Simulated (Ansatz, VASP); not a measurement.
# CsI: VASP beside Ansatz

Contents of INCAR:

```
PREC     = Accurate       # precision mode
ENCUT    = 520            # plane-wave cutoff, eV
EDIFF    = 1E-7           # SCF threshold, eV
ISMEAR   = 0              # smearing method
SIGMA    = 0.05           # smearing width, eV
LREAL    = F              # projectors in reciprocal space
LASPH    = T              # aspherical terms in the spheres
NELM     = 100            # most SCF steps
ALGO     = Normal         # electronic algorithm
ISIF     = 2              # what is computed and relaxed
LWAVE    = F              # write WAVECAR
LCHARG   = F              # write CHGCAR
GGA      = CA             # functional
NBANDS   = 15             # bands
```

KPOINTS

```
regular mesh
0
Gamma
  6 6 6
```

Contents of POSCAR:

```
CsI
1.0
    4.5667000000      0.0000000000      0.0000000000
    0.0000000000      4.5667000000      0.0000000000
    0.0000000000      0.0000000000      4.6580340000
Cs I
1 1
Direct
    0.0000000000      0.0000000000      0.0000000000
    0.5000000000      0.5000000000      0.5000000000
```

Input for Ansatz:

```yaml
crystal:
  lattice:
    - [4.5667, 0.0, 0.0]
    - [0.0, 4.5667, 0.0]
    - [0.0, 0.0, 4.658034]
  atoms:
    - { symbol: Cs, position: [0.0, 0.0, 0.0] }
    - { symbol: I, position: [0.5, 0.5, 0.5] }
basis:
  ecutwfc: 420
kpoints:
  mp_grid: { grid: [6, 6, 6] }
hamiltonian:
  xc: lda
scf:
  occupations: { method: gaussian, width: 0.05 }
output:
  forces: true
  stress: true
  eigenvalues: true
```

Change from the starting cell: strain +0.0200 x Voigt [0, 0, 1, 0, 0, 0], atoms carried along.

Alike in both runs: task single point; functional LDA; k mesh 6 × 6 × 6; occupations gaussian, width 0.05 eV; no spin polarisation.

```csv
,VASP,Ansatz
version,VASP 6.6.1,Ansatz 0.2.0
potentials or method,"VASP PAW LDA potentials, release 64 (Cs_sv, I)","scalar-relativistic, plane waves, PAW"
plane-wave cutoff (eV),520,420
valence electrons in the cell,16,26
```

```csv
,VASP,Ansatz,Ansatz less VASP
gap on the k mesh at the Fermi level (eV),3.44,3.43,-0.007
least direct gap on the mesh (eV),3.53,3.52,-0.010
pressure (GPa),-1.5,-1.6,-0.04
largest component of the traceless stress (GPa),0.23,0.23,0.000
```

The two sets of potentials don't hold the same shells in valence.

Caveats: spin-orbit coupling is left out, which moves the levels of the heavy elements. A k mesh can miss the band edges.
